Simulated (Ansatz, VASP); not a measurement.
# Ir in VASP and in Ansatz

```
Ir
1.0
     0.00000    1.90544    1.90544
     1.90544    0.00000    1.90544
     1.90544    1.90544    0.00000
Ir
1
Direct
  0.00000 0.00000 0.00000
```

Alike in both runs: functional LDA; k mesh 18 × 18 × 18; occupations gaussian, width 0.1 eV; no spin polarisation.

Ansatz relaxed the structure, and its values are those at the end. VASP's run is a single point on that final structure, the one shown.

|  | VASP | Ansatz |
| --- | --- | --- |
| version | VASP 6.6.1 | Ansatz 0.2.0 |
| potentials or method | VASP PAW LDA potentials, release 64 (Ir) | scalar-relativistic, plane waves, PAW |
| plane-wave cutoff (eV) | 520 | 420 |
| valence electrons in the cell | 9 | 17 |

```tsv
	VASP	Ansatz	Ansatz less VASP
gap on the k mesh at the Fermi level (eV)	none	none	-
pressure (GPa)	2.6	0.0	-2.61
```

A gap of «none» marks a metal or a gap that the smearing closes. The two sets of potentials don't hold the same shells in valence.

The runs have no spin-orbit coupling, so splittings on Ir are missing.
